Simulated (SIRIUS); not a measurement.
KTaO3:

```xyz
5
Lattice="3.9883 0.0000 0.0000 0.0000 3.9883 0.0000 0.0000 0.0000 3.9883" Properties=species:S:1:pos:R:3 pbc="T T T"
Ta    0.0000    0.0000    0.0000
K     1.9942    1.9942    1.9942
O     0.0000    0.0000    1.9942
O     0.0000    1.9942    0.0000
O     1.9942    0.0000    0.0000
```

Base run:

```yaml
Program: SIRIUS 7.12.0
Functional: LDA
Potentials_or_basis: PseudoDojo 0.4.1 PBE standard (scalar relativistic)
Cutoff: 1152 eV
Density_cutoff: 4606 eV
k_mesh: 5 × 5 × 5
Occupations: fermi-dirac, width 0.05 eV
Spin: no spin polarisation
```

Its results: band gap on the k mesh 2.17 eV, indirect (least direct gap 2.69 eV); pressure -5.0 GPa.

Question: The run is repeated on the same cell with these changes: functional from LDA to PBEsol; libxc names from ["XC_LDA_X", "XC_LDA_C_PW"] to ["XC_GGA_X_PBE_SOL", "XC_GGA_C_PBE_SOL"]. What comes out?

Answer: Band gap on the k mesh 2.26 eV, indirect (least direct gap 2.78 eV); pressure -0.9 GPa.

Caveats: the potentials were made for another functional, which shifts forces and pressure; spin-orbit coupling is left out, which moves the levels of the heavy elements; an odd mesh through Γ misses points on the zone boundary, where band edges often lie.

Not every run made on this cell is shown here.
